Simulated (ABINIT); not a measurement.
# InSe (P6_3/mmc) in ABINIT: equation of state

How stiff is InSe in PBEsol, and what volume does it want? The cell is scaled to several volumes.

Everything below comes from runs of ABINIT 10.8.3 (patched build). Logs are shortened: lines on timing, memory, paths and dates and some standing lists are left out, and cuts for length are marked. The log counts tension as positive stress, the text compression.

## (1) Starting point

It takes space group P6_3/mmc (No. 194, hexagonal). The conventional cell has a = 4.050 Å, b = 4.050 Å, c = 16.930 Å, α = 90.00°, β = 90.00°, γ = 120.00°. In (site symmetry 3m) has 3 Se at 2.52 Å as nearest neighbours. Se (site symmetry 3m) has 3 In at 2.52 Å as nearest neighbours.

## (2) Equation of state, PBEsol

Input file run.abi:

```
ndtset 7
scalecart1 3*0.9795861087
scalecart2 3*0.9864848297
scalecart3 3*0.9932883884
scalecart4 3*1.0000000000
scalecart5 3*1.0066227096
scalecart6 3*1.0131594038
scalecart7 3*1.0196128224

pp_dirpath "./"
pseudos "In.GGA_PBE-JTH.xml, Se.GGA_PBE-JTH.xml"

acell 4.05 4.05 16.93 Angstrom
rprim
     1.0000000000     0.0000000000     0.0000000000
    -0.5000000000     0.8660254038     0.0000000000
     0.0000000000     0.0000000000     1.0000000000
ntypat 2
znucl 49 34
natom 8
typat 1 1 1 1 2 2 2 2
xred
     0.6666666667     0.3333333333     0.8430000000
     0.3333333333     0.6666666667     0.3430000000
     0.6666666667     0.3333333333     0.6570000000
     0.3333333333     0.6666666667     0.1570000000
     0.6666666667     0.3333333333     0.3980000000
     0.3333333333     0.6666666667     0.8980000000
     0.6666666667     0.3333333333     0.1020000000
     0.3333333333     0.6666666667     0.6020000000

ecut 22.0
pawecutdg 44.0
pawxcdev 0

kptopt 1
ngkpt 8 8 2
nshiftk 1
shiftk 0.0 0.0 0.0

ixc -116133

nband 46
occopt 3
tsmear 0.05 eV

nstep 100
tolvrs 1.0e-9

iomode 3
prtwf 0
prtden 0
prteig 0
prtebands 0
enunit 1
```

Potentials or basis: JTH PAW PBE v2.0.

The run is started by

```
> mpirun --bind-to none -np 4 abinit run.abi > log 2>&1
```

run.abo:

```text
.Version 10.8.3 of ABINIT
 DATASET    1 : space group P6_3/m m c (#194); Bravais hP (primitive hexag.)
================================================================================
 Values of the parameters that define the memory need for DATASET  1.
     intxc =       0    ionmov =       0      iscf =      17    lmnmax =      18
     lnmax =       6     mgfft =     135  mpssoang =       3    mqgrid =    9359
     natom =       8  nloc_mem =       2    nspden =       1   nspinor =       1
    nsppol =       1      nsym =      24    n1xccc =       1    ntypat =       2
    occopt =       3   xclevel =       2
       mpw =        7566          nfft =      138240          nkpt =          20
Pmy_natom=         2
 PAW method is used; the additional fine FFT grid is defined by:
   mgfftf=       192    nfftf =    442368
================================================================================
================================================================================
[... 77 lines left out ...]
================================================================================
 Values of the parameters that define the memory need for DATASET  7.
     intxc =       0    ionmov =       0      iscf =      17    lmnmax =      18
     lnmax =       6     mgfft =     144  mpssoang =       3    mqgrid =    9741
     natom =       8  nloc_mem =       2    nspden =       1   nspinor =       1
    nsppol =       1      nsym =      24    n1xccc =       1    ntypat =       2
    occopt =       3   xclevel =       2
       mpw =        8499          nfft =      186624          nkpt =          20
Pmy_natom=         2
 PAW method is used; the additional fine FFT grid is defined by:
   mgfftf=       200    nfftf =    460800
================================================================================
================================================================================

--------------------------------------------------------------------------------
------------- Echo of variables that govern the present computation ------------
--------------------------------------------------------------------------------
 -outvars: echo values of preprocessed input variables --------
            acell      7.6533908099E+00  7.6533908099E+00  3.1993063312E+01 Bohr
              amu      1.14820000E+02  7.89600000E+01
             ecut      2.20000000E+01 Hartree
           enunit           1
              ixc     -116133
           jdtset        1    2    3    4    5    6    7
         kptrlatt        8    0    0      0    8    0      0    0    2
          kptrlen1     5.99772426E+01
          kptrlen2     6.03996314E+01
          kptrlen3     6.08161938E+01
          kptrlen4     6.12271265E+01
          kptrlen5     6.16326160E+01
          kptrlen6     6.20328390E+01
          kptrlen7     6.24279632E+01
            natom           8
            nband          46
           ndtset           7
            ngfft1         32      32     135
            ngfft2         32      32     135
            ngfft3         36      36     144
            ngfft4         36      36     144
            ngfft5         36      36     144
            ngfft6         36      36     144
            ngfft7         36      36     144
          ngfftdg1         48      48     192
          ngfftdg2         48      48     192
          ngfftdg3         48      48     192
          ngfftdg4         48      48     192
          ngfftdg5         48      48     200
          ngfftdg6         48      48     200
          ngfftdg7         48      48     200
             nkpt          20
            nstep         100
             nsym          24
           ntypat           2
           occopt           3
        pawecutdg      4.40000000E+01 Hartree
         pawxcdev           0
           prtden           0
        prtebands           0
           prteig           0
            prtwf           0
            rprim1     9.7958610870E-01  0.0000000000E+00  0.0000000000E+00
                      -4.8979305435E-01  8.4834645534E-01  0.0000000000E+00
                       0.0000000000E+00  0.0000000000E+00  9.7958610870E-01
            rprim2     9.8648482970E-01  0.0000000000E+00  0.0000000000E+00
[... 16 lines left out ...]
                       0.0000000000E+00  0.0000000000E+00  1.0196128224E+00
          spgroup         194
           tolvrs      1.00000000E-09
           tsmear      1.83746611E-03 Hartree
            typat      1  1  1  1  2  2  2  2
           useylm           1
           xangst1     1.9836618701E+00  1.1452677147E+00  1.3980643148E+01
                      -4.3867873695E-17  2.2905354294E+00  5.6884467374E+00
                       1.9836618701E+00  1.1452677147E+00  1.0895946083E+01
                      -4.3867873695E-17  2.2905354294E+00  2.6037496728E+00
                       1.9836618701E+00  1.1452677147E+00  6.6005883425E+00
                      -4.3867873695E-17  2.2905354294E+00  1.4892784753E+01
                       1.9836618701E+00  1.1452677147E+00  1.6916080677E+00
                      -4.3867873695E-17  2.2905354294E+00  9.9838044778E+00
           xangst2     1.9976317801E+00  1.1533332460E+00  1.4079101625E+01
                       3.0847155727E-17  2.3066664921E+00  5.7285075412E+00
                       1.9976317801E+00  1.1533332460E+00  1.0972680626E+01
                       3.0847155727E-17  2.3066664921E+00  2.6220865422E+00
                       1.9976317801E+00  1.1533332460E+00  6.6470728904E+00
                       3.0847155727E-17  2.3066664921E+00  1.4997666974E+01
                       1.9976317801E+00  1.1533332460E+00  1.7035211930E+00
                       3.0847155727E-17  2.3066664921E+00  1.0054115276E+01
           xangst3     2.0114089865E+00  1.1612875198E+00  1.4176201946E+01
[... 80 lines left out ...]
                      -2.3690981233E-16  4.4768345341E+00  1.1118027022E+01
                       3.8770524350E+00  2.2384172671E+00  2.1296045929E+01
                      -2.3690981233E-16  4.4768345341E+00  5.0890094532E+00
                       3.8770524350E+00  2.2384172671E+00  1.2900801034E+01
                      -2.3690981233E-16  4.4768345341E+00  2.9107837510E+01
                       3.8770524350E+00  2.2384172671E+00  3.3062354410E+00
                      -2.3690981233E-16  4.4768345341E+00  1.9513271916E+01
            xcart7     3.9017477023E+00  2.2526750863E+00  2.7499113180E+01
                      -1.2257727856E-16  4.5053501726E+00  1.1188844390E+01
                       3.9017477023E+00  2.2526750863E+00  2.1431693190E+01
                      -1.2257727856E-16  4.5053501726E+00  5.1214244001E+00
                       3.9017477023E+00  2.2526750863E+00  1.2982973957E+01
                      -1.2257727856E-16  4.5053501726E+00  2.9293242747E+01
                       3.9017477023E+00  2.2526750863E+00  3.3272948332E+00
                      -1.2257727856E-16  4.5053501726E+00  1.9637563623E+01
             xred      6.6666666667E-01  3.3333333333E-01  8.4300000000E-01
                       3.3333333333E-01  6.6666666667E-01  3.4300000000E-01
                       6.6666666667E-01  3.3333333333E-01  6.5700000000E-01
                       3.3333333333E-01  6.6666666667E-01  1.5700000000E-01
                       6.6666666667E-01  3.3333333333E-01  3.9800000000E-01
                       3.3333333333E-01  6.6666666667E-01  8.9800000000E-01
                       6.6666666667E-01  3.3333333333E-01  1.0200000000E-01
                       3.3333333333E-01  6.6666666667E-01  6.0200000000E-01
            znucl       49.00000   34.00000

================================================================================

 chkinp: Checking input parameters for consistency, jdtset=   1.

 chkinp: Checking input parameters for consistency, jdtset=   2.
[... 48 lines left out ...]
- pspini: atom type   2  psp file is ./Se.GGA_PBE-JTH.xml
 Pseudopotential format is: paw10
 basis_size (lnmax)=  4 (lmn_size=  8), orbitals=   0   0   1   1
 Spheres core radius: rc_sph= 2.21132333
 Shapefunction is BESSEL type: shapef(r,l)=aa(1,l)*jl(q(1,l)*r)+aa(2,l)*jl(q(2,l)*r)
 Radius for shape functions =  2.00656599
 Compensation charge density is not taken into account in XC energy/potential

   1.72799344E+04                                ecore*ucvol(ha*bohr**3)
--------------------------------------------------------------------------------

================================================================================

--- !BeginCycle
iteration_state: {dtset: 1, }
solver: {iscf: 17, nstep: 100, nline: 4, wfoptalg: 10, }
tolerances: {tolvrs: 1.00E-09, }
...
[... 1670 lines left out ...]
-Cartesian components of stress tensor (GPa)         [Pressure=  1.8613E+00 GPa]
- sigma(1 1)= -3.56879018E+00  sigma(3 2)=  0.00000000E+00
- sigma(2 2)= -3.56879019E+00  sigma(3 1)=  0.00000000E+00
- sigma(3 3)=  1.55355073E+00  sigma(2 1)=  0.00000000E+00

== END DATASET(S) ==============================================================
================================================================================

 -outvars: echo values of variables after computation  --------
            acell      7.6533908099E+00  7.6533908099E+00  3.1993063312E+01 Bohr
           etotal1    -2.7054545776E+02
           etotal2    -2.7055503472E+02
           etotal3    -2.7056290447E+02
           etotal4    -2.7056924491E+02
           etotal5    -2.7057418916E+02
           etotal6    -2.7057790098E+02
           etotal7    -2.7058050554E+02
            fcart1    -4.8486004294E-28  3.8361336382E-28 -6.3971281128E-02
                       3.7711336673E-28 -1.1404721627E-28 -6.3971281128E-02
                      -7.7218451283E-28 -7.7759465640E-28  6.3971281128E-02
                       3.7711336673E-28  2.1772650379E-28  6.3971281128E-02
                      -5.3873338104E-29  4.6655679384E-28  4.7284085870E-02
                       3.7711336673E-28 -2.7993407630E-28  4.7284085870E-02
                       8.9788896840E-29  2.1772650379E-28 -4.7284085870E-02
                       8.9788896840E-29 -1.1404721627E-28 -4.7284085870E-02
            fcart2    -3.3881173128E-28 -6.4861167305E-28 -6.0202622950E-02
                       2.3181855298E-28  3.3974897160E-28 -6.0202622950E-02
[... 122 lines left out ...]
                      -1.2536727364E-16  2.3690388108E+00  5.8834065263E+00
                       2.0516477927E+00  1.1845194054E+00  1.1269382180E+01
                      -1.2536727364E-16  2.3690388108E+00  2.6929878269E+00
                       2.0516477927E+00  1.1845194054E+00  6.8268099051E+00
                      -1.2536727364E-16  2.3690388108E+00  1.5403204258E+01
                       2.0516477927E+00  1.1845194054E+00  1.7495844480E+00
                      -1.2536727364E-16  2.3690388108E+00  1.0325978801E+01
           xangst7     2.0647159654E+00  1.1920643184E+00  1.4551904005E+01
                      -6.4865102344E-17  2.3841286368E+00  5.9208814635E+00
                       2.0647159654E+00  1.1920643184E+00  1.1341163620E+01
                      -6.4865102344E-17  2.3841286368E+00  2.7101410781E+00
                       2.0647159654E+00  1.1920643184E+00  6.8702939431E+00
                      -6.4865102344E-17  2.3841286368E+00  1.5501316485E+01
                       2.0647159654E+00  1.1920643184E+00  1.7607285985E+00
                      -6.4865102344E-17  2.3841286368E+00  1.0391751140E+01
             xred      6.6666666667E-01  3.3333333333E-01  8.4300000000E-01
                       3.3333333333E-01  6.6666666667E-01  3.4300000000E-01
                       6.6666666667E-01  3.3333333333E-01  6.5700000000E-01
                       3.3333333333E-01  6.6666666667E-01  1.5700000000E-01
                       6.6666666667E-01  3.3333333333E-01  3.9800000000E-01
                       3.3333333333E-01  6.6666666667E-01  8.9800000000E-01
                       6.6666666667E-01  3.3333333333E-01  1.0200000000E-01
                       3.3333333333E-01  6.6666666667E-01  6.0200000000E-01
 Calculation completed.
```

Run time: 16 min. Hardware: 4 MPI ranks of Arm Neoverse V2, shared host; peak memory 1.2 GiB.

Results:

| Quantity | Value |
| --- | --- |
| Equilibrium volume | 33.27 Å³/atom (rough: see the caveat) |
| Bulk modulus at fixed shape and positions | 39 GPa (rough) |

Energy against volume, from the lowest point:
```csv
volume (Å³/atom),energy (meV/atom)
28.258,119.21
28.859,86.64
29.460,59.87
30.061,38.30
30.663,21.48
31.264,8.86
31.865,0.00
```

Caveat: pressures at fixed basis lie under the slope of the energies; the minimum lies outside the volumes run; the cell was scaled at fixed shape and fractional positions, which overstates the stiffness of a crystal with free parameters, most of all of layers and chains; the PAW data sets were made with another functional, which shifts forces and pressure a little; this functional lacks dispersion, which binds the layers, so the pressure and a relaxed spacing across them are unreliable; the atomic spheres overlap.
